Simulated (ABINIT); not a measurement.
Runs of ABINIT 10.8.3 (patched build) on WS2. The cell holds a slab with vacuum, 3 atoms: a = 3.184 Å, b = 3.184 Å, c = 16.951 Å, α = 90.00°, β = 90.00°, γ = 120.00°. 

```csv
task,level,potentials or basis,k mesh,gap on the mesh (eV),largest force (eV/Å)
band structure,RPBE,JTH PAW PBE v2.0,10 × 10 × 2,2.01,0.46
band structure,PBEsol,JTH PAW PBE v2.0,10 × 10 × 2,1.99,0.09
band structure,revPBE,JTH PAW PBE v2.0,10 × 10 × 2,2.00,0.41
single point,PBEsol,JTH PAW PBE v2.0,8 × 8 × 2,(a),0.09
band structure,LDA,JTH PAW LDA v2.0,10 × 10 × 2,(b),0.41
```

Alike in all rows: no spin polarisation; cell as given; cutoff (eV) 544; smearing fermi-dirac 0.05 eV.

**Question.** Fill in the values left out.

**Answer.** (a) 2.06; (b) 1.98.

Caveats: spin-orbit coupling is left out, which moves the levels of the heavy elements; the PAW data sets were made with another functional, which shifts forces and pressure a little (some runs).

A k mesh can miss the band edges, and the runs leave out spin-orbit coupling on W.

Runs at the PBE level aren't shown here.
